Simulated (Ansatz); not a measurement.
# TiSi2 (Fddd) in Ansatz: notebook

Aim: see how the results for TiSi2 move with the level of theory and the settings. Levels: RPBE+D4, revPBE+D3(BJ). Tasks: relaxation of cell and atoms.

All numbers are computed with Ansatz 0.2.0; they aren't measurements. Logs are shortened: lines on timing, memory, paths and dates and some standing lists are left out, and cuts for length are marked.

## 1. The structure

Symmetry: Fddd, No. 70, orthorhombic system. Conventional cell: a = 4.779 Å, b = 8.235 Å, c = 8.526 Å, α = 90.00°, β = 90.00°, γ = 90.00°. Ti (site symmetry 222) is surrounded by 10 Si at 2.55 to 2.78 Å. Si (site symmetry 2) has 5 Si at 2.52 to 2.79 Å and 5 Ti at 2.55 to 2.78 Å as nearest neighbours.

The cell is a database's computed one.

## 2. Relaxation of cell and atoms, RPBE+D4

input.yaml reads:

```yaml
crystal:
  lattice:
    - [0.0, 4.1175163063, 4.2628978354]
    - [2.3895119538, 0.0, 4.2628978354]
    - [2.3895119538, 4.1175163063, 0.0]
  atoms:
    - { symbol: Ti, position: [0.75, 0.75, 0.75] }
    - { symbol: Ti, position: [0.5, 0.5, 0.5] }
    - { symbol: Si, position: [0.41256561, 0.08743439, 0.41256561] }
    - { symbol: Si, position: [0.08743439, 0.41256561, 0.08743439] }
    - { symbol: Si, position: [0.16256561, 0.83743439, 0.16256561] }
    - { symbol: Si, position: [0.83743439, 0.16256561, 0.83743439] }
hamiltonian:
  xc: rpbe
  pseudopotentials: { kind: paw }
  dispersion: d4
kpoints:
  mp_grid: { grid: [7, 7, 7] }
scf:
  occupations: { method: fermi_dirac, width: 0.05 }
output:
  forces: true
  stress: true
  eigenvalues: true
relax:
  f_tol: 0.01
  max_steps: 40
  cell: { stress_tol: 0.05 }
```

Potentials or basis: Ansatz PAW.

The run is started by

```sh
> ansatz run input.yaml --threads 2 --pin off --max-ram 5632MiB --backend cpu --events-out ev --progress --plain --runs-dir out
```

What it wrote:

```text
Warning: RAYON_NUM_THREADS=2 ignored (pool sized by the plan → 2); use --threads N
Engine: ansatz 0.2.0, x86_64-unknown-linux-gnu
Pseudopotentials: kind: paw
Pseudopotential: Ti, paw, valence charge 12, recommended cutoff 420 eV (normal), Ti.paw.azcp
Pseudopotential: Si, paw, valence charge 4, recommended cutoff 420 eV (normal), Si.paw.azcp
Functional definition: RPBE
  parameter kappa = 0.804
  parameter beta = 0.06672455060314922
  exchange = rpbe_x(kappa = kappa, mu = beta*pi^2/3)
  correlation = pbe_c(beta = beta)
Crystal: 6 atoms, lattice volume = 83.884 Å³
Basis set: ecut = 420 eV, 1617 PW (Γ), exchange–correlation on 80×72×64 points (8 copies of the dense FFT grid, shifted against one another)
Bands: 26, of which v1, the nominal top of the filled ones, is band 20 counted from 1 (19 counted from 0)
Symmetry: 8 space group operations
Space group: Fddd (ITA 70), of the structure as read, at distance tolerance 4.4e-5 Å
k-points: 64 of 343
Non-local potential: Ti, projectors of the file, l = 0: 3, l = 1: 2, l = 2: 3, l = 3: 1
Non-local potential: Si, projectors of the file, l = 0: 2, l = 1: 2, l = 2: 2
PAW form: soft (Blöchl's): semilocal exchange-correlation on the pseudo side does not see the compensation charge
PAW frozen core: Ti, regenerated for the run's functional, and the local potential with it (the file was generated under x = pbe(κ = 0.804, μ = 0.2195149727645171), c = pbe(β = 0.06672455060314922))
PAW frozen core: Si, regenerated for the run's functional, and the local potential with it (the file was generated under x = pbe(κ = 0.804, μ = 0.2195149727645171), c = pbe(β = 0.06672455060314922))
PAW one-centre angular grid: Ti, 590 points (default); XC on 64 Gauss nodes
PAW one-centre angular grid: Si, 110 points (default); XC on 64 Gauss nodes
Initial density: superposition of atomic densities (neutral atoms: chi_scale 0, normalization atom), corrected by the library's trained network
Initial wavefunctions: pseudopotential atomic-orbital guess
Functional: x = rpbe, c = pbe(β = 0.06672455060314922)
SCF iter   1: F=—  HF=-7571.482463 eV  |F-HF|=—  |Δ(HF+E_count)|=         —  Δρ=5.00e-3  dr2=2.78e-2  ethr=1.77e-3  ⟨swp⟩=6.3  Hψ=8391  notcnv=0  defer=1
preconditioner: auto → Kerker (q_TF=auto, 2.412 Å⁻¹)  [metal: Δε(μ)=0.003 eV  Ē_g=6.387 eV  σ=0.050 eV  W_gap=0.02  n_scr=16 (ndim 8)  ℏωp=19.9 eV  f_vac=0.000  D(μ)=2.40/eV (n_scr^D=16)]
SCF iter   2: F=—  HF=-7571.479484 eV  |F-HF|=—  |Δ(HF+E_count)|=   2.98e-3  Δρ=2.39e-3  dr2=5.47e-3  ethr=6.96e-5  ⟨swp⟩=2.0  Hψ=2522  notcnv=0  defer=20
SCF iter   3: F=—  HF=-7571.478894 eV  |F-HF|=—  |Δ(HF+E_count)|=   5.90e-4  Δρ=6.98e-4  dr2=4.52e-4  ethr=1.37e-5  ⟨swp⟩=2.6  Hψ=2372  notcnv=0  defer=20
SCF iter   4: F=—  HF=-7571.478795 eV  |F-HF|=—  |Δ(HF+E_count)|=   9.81e-5  Δρ=1.14e-4  dr2=1.33e-5  ethr=1.13e-6  ⟨swp⟩=2.0  Hψ=2392  notcnv=0  defer=20
SCF iter   5: F=—  HF=-7571.478789 eV  |F-HF|=—  |Δ(HF+E_count)|=   6.11e-6  Δρ=1.76e-5  dr2=1.72e-7  ethr=3.33e-8  ⟨swp⟩=2.1  Hψ=2121  notcnv=0  defer=20
SCF iter   6: F=-7571.478789 eV  HF=-7571.478789 eV  |F-HF|=4.49e-9  |Δ(HF+E_count)|=   5.20e-8  Δρ=3.57e-6  dr2=9.29e-9  ethr=2.50e-10  ⟨swp⟩=6.6  Hψ=6769  notcnv=0
SCF 1 converged in 6 iterations: F = -7571.478789 eV  dr2 = 9.29e-9
relax step   1: F+E_penalty+E_count = -7571.47878938 eV  Δ(F+E_penalty+E_count) = +0.000e0 eV  max|allowed force component| = 3.521e-2 eV/Å  Δτ_max = 0.0000 Å  P = -4.138 GPa  Ω = 83.884 Å³  (6 SCF iters, dr2 threshold 1.00e-7 eV, accepted)
Crystal: 6 atoms, lattice volume = 81.016 Å³
Basis set: ecut = 420 eV, 1593 PW (Γ), exchange–correlation on 80×72×64 points (8 copies of the dense FFT grid, shifted against one another)
Initial density: handed on by an earlier stage of this run
Initial wavefunctions: those handed on with the density
iter 1 solved again at ethr=2.75e-5 eV; its pass at ethr=3.10e-3 eV (dr2=1.10e-2 eV) is discarded
SCF iter   1: F=—  HF=-7571.514818 eV  |F-HF|=—  |Δ(HF+E_count)|=         —  Δρ=2.90e-3  dr2=1.10e-2  ethr=2.75e-5  ⟨swp⟩=1.2  Hψ=9495  notcnv=0
preconditioner: auto → Kerker (q_TF=auto, 2.426 Å⁻¹)  [metal: Δε(μ)=0.005 eV  Ē_g=6.554 eV  σ=0.050 eV  W_gap=0.02  n_scr=16 (ndim 8)  ℏωp=20.2 eV  f_vac=0.000  D(μ)=2.37/eV (n_scr^D=16)]
SCF iter   2: F=—  HF=-7571.512841 eV  |F-HF|=—  |Δ(HF+E_count)|=   1.98e-3  Δρ=1.51e-3  dr2=3.06e-3  ethr=2.75e-5  ⟨swp⟩=1.1  Hψ=1672  notcnv=0
SCF iter   3: F=—  HF=-7571.511940 eV  |F-HF|=—  |Δ(HF+E_count)|=   9.00e-4  Δρ=2.92e-4  dr2=1.00e-4  ethr=7.64e-6  ⟨swp⟩=2.8  Hψ=2396  notcnv=0
SCF iter   4: F=—  HF=-7571.511911 eV  |F-HF|=—  |Δ(HF+E_count)|=   2.95e-5  Δρ=7.25e-5  dr2=4.14e-6  ethr=2.51e-7  ⟨swp⟩=2.0  Hψ=2385  notcnv=0
iter 5 did not close the SCF: its close was put off for the readings that it lacked (scf_convergence_deferred on its scf_iter line)
[... 41 lines left out ...]
SCF iter   6: F=-7571.516538 eV  HF=-7571.516538 eV  |F-HF|=3.64e-12  |Δ(HF+E_count)|=    0.00e0  Δρ=3.82e-8  dr2=1.72e-12  ethr=1.00e-12  ⟨swp⟩=1.0  Hψ=3584  notcnv=0
SCF 5 converged in 6 iterations: F = -7571.516538 eV  dr2 = 1.72e-12
relax step   5: F+E_penalty+E_count = -7571.51653791 eV  Δ(F+E_penalty+E_count) = -8.401e-6 eV  max|allowed force component| = 3.141e-3 eV/Å  Δτ_max = 0.0002 Å  P = -0.002 GPa  Ω = 81.411 Å³  energy of the carried Pulay correction = +5.134e-4 eV  (6 SCF iters, dr2 threshold 7.99e-9 eV, accepted)
Initial wavefunctions: pseudopotential atomic-orbital guess (no wavefunctions were taken with the density)
iter 1 solved again at ethr=5.82e-8 eV; its pass at ethr=3.10e-3 eV (dr2=2.33e-5 eV) is discarded
SCF iter   1: F=—  HF=-7571.516030 eV  |F-HF|=—  |Δ(HF+E_count)|=         —  Δρ=3.63e-5  dr2=1.29e-7  ethr=5.82e-8  ⟨swp⟩=3.0  Hψ=12309  notcnv=0
SCF iter   2: F=—  HF=-7571.516024 eV  |F-HF|=—  |Δ(HF+E_count)|=   6.35e-6  Δρ=1.95e-5  dr2=5.89e-8  ethr=3.22e-10  ⟨swp⟩=2.0  Hψ=2955  notcnv=0
SCF iter   3: F=—  HF=-7571.516024 eV  |F-HF|=—  |Δ(HF+E_count)|=   1.14e-7  Δρ=3.11e-6  dr2=1.52e-9  ethr=1.47e-10  ⟨swp⟩=2.0  Hψ=2807  notcnv=0
SCF iter   4: F=—  HF=-7571.516024 eV  |F-HF|=—  |Δ(HF+E_count)|=   3.15e-9  Δρ=7.32e-7  dr2=3.35e-10  ethr=3.80e-12  ⟨swp⟩=2.0  Hψ=2948  notcnv=0
iter 5 did not close the SCF: its close was put off for the readings that it lacked (scf_convergence_deferred on its scf_iter line)
SCF iter   5: F=-7571.516024 eV  HF=-7571.516024 eV  |F-HF|=1.82e-12  |Δ(HF+E_count)|=  1.75e-10  Δρ=7.57e-8  dr2=2.44e-12  ethr=1.00e-12  ⟨swp⟩=2.6  Hψ=2689  notcnv=0
SCF iter   6: F=-7571.516024 eV  HF=-7571.516024 eV  |F-HF|=1.82e-12  |Δ(HF+E_count)|=  2.73e-12  Δρ=1.09e-8  dr2=4.55e-14  ethr=1.00e-12  ⟨swp⟩=2.1  Hψ=4688  notcnv=0
SCF 6 converged in 6 iterations: F = -7571.516024 eV  dr2 = 4.55e-14
relax step   6: F+E_penalty+E_count = -7571.51602400 eV  Δ(F+E_penalty+E_count) = +5.139e-4 eV  max|allowed force component| = 3.087e-3 eV/Å  Δτ_max = 0.0000 Å  P = -0.002 GPa  Ω = 81.411 Å³  stress off target by 1.36e-2 GPa  SCF on the basis re-selected at this cell (its energy is not comparable with the rows above)  (6 SCF iters)
basis re-selected at this cell: Δ(F+E_penalty+E_count) = +5.139e-4 eV, ΔP = +0.000 GPa vs the last step (what re-selecting the basis moved, of the pressure what is left beyond the Pulay correction that the steps carried, after the strain that the cell walked since its last selection, with what the two solves' SCF thresholds leave and, on support functions, any second-order correction that the steps lacked; it is no measure of the basis error at this ecutwfc). This SCF's stress stands 1.36e-2 GPa from its target on what of the cell is left free (relax.cell.stress_tol is 5.00e-2 GPa) and its largest allowed force component is 3.09e-3 eV/Å (relax.f_tol is 1.00e-2 eV/Å): within both
SCF converged after 6 iterations
Free energy (F): -7571.516024 eV
Harris-Foulkes:  -7571.516024 eV  (|F-HF|=1.82e-12)
Internal energy: -7571.496523 eV  (E = F + TS)
E sigma→0 (E₀):  -7571.506274 eV
Entropy (-TS):   -0.019501 eV (-3.250 meV/atom)
Fermi energy:    13.191725 eV
--- Per-component energies (eV) ---
  E_band       = -192.977063
  E_kinetic    = 724.355726
  E_local      = -1987.151853  (includes V_loc(G=0)·N_el)
  E_nonlocal   = 113.037002
  E_hartree    = 875.375493
  E_xc         = -425.810304
  E_vxc        = -443.434730  (∫ρ·V_xc dr)
  E_paw        = -4166.754045  (= ΣΔE_a)
  E_vpaw       = -350.534443  (= ΣTr[D̂ρ^β])
  E_aug_tail   = 0.000248  (compensation charges beyond the density's cutoff)
  E_ewald      = -2699.481101
  E_disp       = -4.867219  (pairwise vdW)
  E_core_change = -0.200472  (= ΣΔE_core)
  E_smearing   = -0.019501  (= −TS)
  E_closure    = 0.000000  (closes the sum)
  Σ components = -7571.516024   (vs F -7571.516024, Δ=0.00e0)
--- Forces (eV/Å), atoms counted from 1 ---
  atom   1  Ti    -0.00000000     0.00000000    -0.00000000
  atom   2  Ti     0.00000000    -0.00000000     0.00000000
  atom   3  Si    -0.00000000     0.00308747    -0.00000000
  atom   4  Si     0.00000000    -0.00308747    -0.00000000
  atom   5  Si    -0.00000000     0.00308747     0.00000000
  atom   6  Si     0.00000000    -0.00308747     0.00000000
  max |Σ_I F_I| component: 0.00e0 eV/Å
--- Stress (GPa, compression-positive) ---
       -0.002462       0.000000      -0.000000
        0.000000       0.011020       0.000000
       -0.000000       0.000000      -0.013639
  P = ⅓ Tr σ = -0.0017 GPa (-0.017 kbar)
--- Band table (eV; the first three rows and the last of 64) ---
  k-point 0: bands = ["-43.0791", "-43.0466", "-19.4232", "-19.4035", "-19.3172", "-19.3009", "-19.2808", "-19.2799", "0.3790", "6.3526", "7.5681", "7.6169", "8.0207", "9.2856", "9.4995", "10.5537", "10.8223", "11.1396", "11.3954", "11.8183", "12.2450", "15.3323", "16.4543", "16.6737", "16.7807", "16.8329"]
  k-point 1: bands = ["-43.0778", "-43.0478", "-19.4224", "-19.4027", "-19.3236", "-19.3010", "-19.2809", "-19.2785", "0.5996", "6.0786", "6.5863", "7.5712", "8.4102", "9.3183", "9.8315", "10.3709", "10.9746", "11.1280", "11.8882", "11.9758", "12.2322", "15.1122", "16.2921", "16.3499", "16.5322", "16.6912"]
  k-point 2: bands = ["-43.0746", "-43.0509", "-19.4236", "-19.3967", "-19.3403", "-19.2993", "-19.2821", "-19.2748", "1.2326", "5.1764", "5.6938", "7.4620", "8.2102", "9.0127", "10.0667", "10.5772", "11.4151", "11.8394", "12.0934", "12.4282", "13.0364", "14.5720", "15.8138", "15.9129", "16.1435", "16.1851"]
  k-point 63: bands = ["-43.0635", "-43.0619", "-19.3913", "-19.3796", "-19.3560", "-19.3420", "-19.2770", "-19.2734", "2.4604", "2.4942", "6.5707", "7.6305", "8.5081", "9.9069", "10.0867", "10.5622", "11.4701", "11.7220", "12.1249", "12.1534", "14.0741", "14.1503", "15.4046", "15.9420", "16.3680", "16.5122"]
--- Relaxed structure (5 steps of the walk, 5 accepted, 1 SCFs on fresh bases) ---
  F+E_penalty+E_count = -7571.51602400 eV   max|allowed force component| = 3.087e-3 eV/Å   (the final SCF, on the basis selected at the relaxed cell)
  cell:  # Å, volume = 81.4107 Å³
    - [3.3542003507984826e-18, 4.053387771107806, 4.244181576973859]
    - [2.3661332766056073, 8.050984475268505e-35, 4.244181576973859]
    - [2.3661332766056073, 4.053387771107806, 1.8801533940399923e-18]
  atoms:
    - { symbol: Ti, position: [0.7499999999999999, 0.7500000000000001, 0.75] }
    - { symbol: Ti, position: [0.5, 0.5, 0.5] }
    - { symbol: Si, position: [0.4132628361933291, 0.0867371638066709, 0.41326283619332926] }
    - { symbol: Si, position: [0.08673716380667079, 0.4132628361933292, 0.0867371638066709] }
    - { symbol: Si, position: [0.16326283619332915, 0.8367371638066708, 0.16326283619332915] }
    - { symbol: Si, position: [0.8367371638066708, 0.16326283619332915, 0.8367371638066707] }
```

It took 28 s on 2 threads of Intel Xeon at 2.70GHz, shared host; peak memory 0.49 GiB.

Results:

| Property | Result |
| --- | --- |
| Free energy | -7571.5160 eV |
| Relaxed volume | 13.57 Å³/atom |
| Relaxed cell | a = 5.869 Å, b = 4.859 Å, c = 4.693 Å, α = 75.79°, β = 53.38°, γ = 50.83° |
| Space group after relaxing (to 0.05 Å) | Fddd (No. 70) |
| Energy gained by relaxing | 6.2 meV/atom |
| Ionic steps | 6 |
| Pressure after relaxing | 0.0 GPa |
| Largest force after relaxing | 0.003 eV/Å |
| Band gap on the k mesh | none (metal or under the smearing width) |

Forces on the atoms (eV/Å):
```
Ti   0.000  0.000  0.000
Ti   0.000  0.000  0.000
Si   0.000  0.003  0.000
Si   0.000 -0.003  0.000
Si   0.000  0.003  0.000
Si   0.000 -0.003  0.000
```

The path:
```
step  energy change (eV)  largest force (eV/Å)  volume (Å³)
   1              0.0000                0.0352        83.88
   2             -0.0331                0.0115        81.02
   3             -0.0376                0.0050        81.44
   4             -0.0377                0.0045        81.43
   5             -0.0377                0.0031        81.41
   6             -0.0372                0.0031        81.41
```

Final structure:
```
CELL_PARAMETERS angstrom
0.00000 4.05339 4.24418
2.36613 0.00000 4.24418
2.36613 4.05339 0.00000
ATOMIC_POSITIONS crystal
Ti 0.75000 0.75000 0.75000
Ti 0.50000 0.50000 0.50000
Si 0.41326 0.08674 0.41326
Si 0.08674 0.41326 0.08674
Si 0.16326 0.83674 0.16326
Si 0.83674 0.16326 0.83674
```

Levels at points of the mesh, in eV from the Fermi level:
```tsv
k point	band 16	band 17	band 18	band 19	band 20	band 21	band 22	band 23	band 24	band 25
(0.00, 0.00, 0.00)	-2.64	-2.37	-2.05	-1.80	-1.37	-0.95	2.14	3.26	3.48	3.59
```

Caveat: the plane-wave basis is chosen anew once the cell has moved, so the energies of steps on either side of that aren't comparable; pairwise dispersion overbinds metals, which lowers pressure and volume; the PAW data sets come from PBE, with cores solved anew for the run's functional, which leaves a small shift of forces and pressure.

## 3. Relaxation of cell and atoms, revPBE+D3(BJ)

Changes to input.yaml since step 2:

```diff
@@ -13,5 +13,5 @@
 hamiltonian:
-  xc: rpbe
+  xc: revpbe
   pseudopotentials: { kind: paw }
-  dispersion: d4
+  dispersion: d3bj
 kpoints:
@@ -24,2 +24,6 @@
   eigenvalues: true
+  write_density: true
+  write_potential: true
+  elf: true
+  volumetric_format: npy
 relax:
```

Potentials or basis: Ansatz PAW.

The run is started by

```sh
> ansatz run input.yaml --threads 2 --pin off --max-ram 5632MiB --backend cpu --events-out ev --progress --plain --runs-dir out
```

Run time: 31 s. Hardware: 2 threads of Intel Xeon at 2.70GHz, shared host; peak memory 0.49 GiB.

It converged, with:

```
Free energy                            : -7567.1818 eV
Relaxed volume                         : 13.19 Å³/atom
Relaxed cell                           : a = 5.815 Å, b = 4.819 Å, c = 4.644 Å, α = 75.79°, β = 53.46°, γ = 50.74°
Space group after relaxing (to 0.05 Å) : Fddd (No. 70)
Energy gained by relaxing              : 22.2 meV/atom
Ionic steps                            : 6
Pressure after relaxing                : 0.0 GPa
Band gap on the k mesh                 : none (metal or under the smearing width)
```

The path:
| step | energy change (eV) | largest force (eV/Å) | volume (Å³) |
| --- | --- | --- | --- |
| 1 | 0.0000 | 0.0186 | 83.88 |
| 2 | -0.1215 | 0.0424 | 78.51 |
| 3 | -0.1334 | 0.0039 | 79.19 |
| 4 | -0.1343 | 0.0015 | 79.18 |
| 5 | -0.1343 | 0.0006 | 79.15 |
| 6 | -0.1334 | 0.0005 | 79.15 |

Final structure:
```cif
data_structure
_symmetry_space_group_name_H-M 'P 1'
_symmetry_Int_Tables_number 1
_cell_length_a 5.8146
_cell_length_b 4.8192
_cell_length_c 4.6444
_cell_angle_alpha 75.793
_cell_angle_beta 53.463
_cell_angle_gamma 50.744
_cell_volume 79.15
loop_
_atom_site_label
_atom_site_type_symbol
_atom_site_fract_x
_atom_site_fract_y
_atom_site_fract_z
_atom_site_occupancy
Ti1 Ti 0.75000 0.75000 0.75000 1
Ti2 Ti 0.50000 0.50000 0.50000 1
Si1 Si 0.41324 0.08676 0.41324 1
Si2 Si 0.08676 0.41324 0.08676 1
Si3 Si 0.16324 0.83676 0.16324 1
Si4 Si 0.83676 0.16324 0.83676 1
```

Levels at points of the mesh, in eV from the Fermi level:
```
           k point  band 16  band 17  band 18  band 19  band 20  band 21  band 22  band 23  band 24  band 25
(0.00, 0.00, 0.00)    -2.67    -2.43    -2.04    -1.79    -1.37    -0.98     2.21     3.37     3.57     3.79
```

Caveat: the plane-wave basis is chosen anew once the cell has moved, so the energies of steps on either side of that aren't comparable; pairwise dispersion overbinds metals, which lowers pressure and volume; the PAW data sets come from PBE, with cores solved anew for the run's functional, which leaves a small shift of forces and pressure.
